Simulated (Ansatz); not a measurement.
CdO2:

```
CELL_PARAMETERS angstrom
3.47623 0.00000 0.00000
-1.73811 3.01050 0.00000
0.00000 0.00000 4.14808
ATOMIC_POSITIONS crystal
Cd 0.00000 0.00000 0.00000
O 0.33333 0.66667 0.24422
O 0.66667 0.33333 0.75578
```

The cell comes from a database or a generator and needn't be the stable form of this composition.

Base run:

```yaml
Program: Ansatz 0.2.0
Functional: PBEsol
Potentials_or_basis: Ansatz PAW
Cutoff: 420 eV
Density_cutoff: 1680 eV
k_mesh: 7 × 7 × 5
Occupations: fermi-dirac, width 0.05 eV
Spin: spin-orbit coupling, no magnetisation
```

Its results: band gap on the k mesh none (metal or under the smearing width); pressure -10.6 GPa; largest force 0.320 eV/Å.

Question: The run is repeated on the same cell with these changes: functional from PBEsol to r2SCAN; cutoff from 420 eV to 500 eV; density cutoff from 1680 eV to 2000 eV. What comes out?

Answer: Band gap on the k mesh none (metal or under the smearing width); pressure -9.8 GPa; largest force 0.248 eV/Å.

Caveats: the PAW data sets come from PBE, with cores solved anew for the run's functional, which leaves a small shift of forces and pressure.

Not every run made on this cell is shown here.
